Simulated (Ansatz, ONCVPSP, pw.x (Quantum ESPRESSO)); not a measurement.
## From atom to crystal: ONCV potential for barium (Ba)

Ba (Z = 56), optimised norm-conserving Vanderbilt (ONCV), made with ONCVPSP 4.0.1.1 (patched build) (PBE, scalar-relativistic). Core [Kr] 4d10, reference 5s2 5p6 6s2. Waves: 5s+6s: rc 3.05 bohr, ncon 4, nbas 7, qcut 4.2 1/bohr, 2 projectors; 5p: rc 2.35 bohr, ncon 3, nbas 6, qcut 6 1/bohr, 2 projectors, debl 1.3 Ha; d scattering state at 0.18 Ha: rc 3.00 bohr, ncon 3, nbas 8, qcut 3.4 1/bohr, 3 projectors, debl 1.4 Ha; f scattering state at 0.1 Ha: rc 3.20 bohr, ncon 3, nbas 8, qcut 3.2 1/bohr, 2 projectors, debl 1.3 Ha. Local part: polynomial inside 1.70 bohr (lpopt 5, dvloc0 0 Ha). Core correction: Teter function, fcfact 2.75, rcfact 1.45.

In the d channel the program set the typed energies aside and used 0.050, 1.450, 2.850 Ha.

Atomic tests: cutoffs needed: 11 Ha and 13 Ha (the cutoffs (Ha) at which the residual kinetic energy of the hardest occupied pseudo-wave falls to 1 and 0.1 mHa per electron) The cutoffs count occupied waves only; projector 2 of the f channel, the hardest unoccupied one, needs 54 Ha at the loose tolerance.; ghost test: no bound ghost flagged; GHOST(+) flagged for f at 1.69 eV, s at 29.6 eV; largest excitation error: -16 meV (all-electron minus pseudo) for 5s2 5p5 6s2, out of 4 test configurations.

Crystal test: fcc Ba in pw.x 7.5, no spin, 9³ k-points, Fermi–Dirac smearing 0.01 Ry, cutoffs 50/200 Ry. The lattice is a test structure that the element need not adopt, and mesh and smearing are coarse.

pw.x input:

```
&control
  calculation='scf', prefix='x', pseudo_dir='./', outdir='./tmp', tstress=.true., disk_io='none'
/
&system
  ibrav=0, nat=1, ntyp=1, ecutwfc=50, ecutrho=200, nbnd=12,
  occupations='smearing', smearing='fd', degauss=0.01
/
&electrons
  conv_thr=1e-09, mixing_beta=0.4, electron_maxstep=70
/
ATOMIC_SPECIES
Ba 1.0 Ba.UPF
CELL_PARAMETERS angstrom
  0.00000000 3.18104023 3.18104023
  3.18104023 0.00000000 3.18104023
  3.18104023 3.18104023 0.00000000
ATOMIC_POSITIONS crystal
Ba 0.0000 0.0000 0.0000
K_POINTS automatic
9 9 9 0 0 0
```

```bash
pw.x < Ba.scf.in > Ba.scf.out
```

Question: How does the run end?

Answer: It converges; the pressure is -0.02 GPa against 0.00 GPa from all-electron LAPW. The generator flags a localised state at positive energy (f at 2 eV, s at 30 eV). The log shows:

```
     Exchange-correlation= PBE
     number of k points=    35  Fermi-Dirac smearing, width (Ry)=  0.0100
     iteration #  1     ecut=    50.00 Ry     beta= 0.40
     c_bands:  1 eigenvalues not converged
     c_bands:  1 eigenvalues not converged
     c_bands:  1 eigenvalues not converged
     c_bands:  1 eigenvalues not converged
     [... 1 repeated lines left out ...]
     total energy              =     -55.19563859 Ry
     estimated scf accuracy    <       0.00106207 Ry
     iteration #  2     ecut=    50.00 Ry     beta= 0.40
     total energy              =     -55.19566837 Ry
     estimated scf accuracy    <       0.00032683 Ry
     iteration #  3     ecut=    50.00 Ry     beta= 0.40
     total energy              =     -55.19569632 Ry
     estimated scf accuracy    <       0.00000962 Ry
     iteration #  4     ecut=    50.00 Ry     beta= 0.40
     total energy              =     -55.19569853 Ry
     estimated scf accuracy    <       0.00000035 Ry
     iteration #  5     ecut=    50.00 Ry     beta= 0.40
     total energy              =     -55.19569862 Ry
     estimated scf accuracy    <       0.00000003 Ry
     iteration #  6     ecut=    50.00 Ry     beta= 0.40
     total energy              =     -55.19569863 Ry
     estimated scf accuracy    <          1.6E-09 Ry
     iteration #  7     ecut=    50.00 Ry     beta= 0.40
     the Fermi energy is     5.6496 ev
!    total energy              =     -55.19569863 Ry
     estimated scf accuracy    <          5.3E-10 Ry
     smearing contrib. (-TS)   =      -0.00784913 Ry
     The total energy is F=E-TS. E is the sum of the following terms:
     one-electron contribution =     -14.33056556 Ry
     hartree contribution      =       9.13977958 Ry
     xc contribution           =     -11.86166831 Ry
     ewald contribution        =     -38.13539522 Ry
     convergence has been achieved in   7 iterations
          total   stress  (Ry/bohr**3)                   (kbar)     P=       -0.24
     Message from routine punch:
     Nothing written, as per user request (disk_io='none')
```
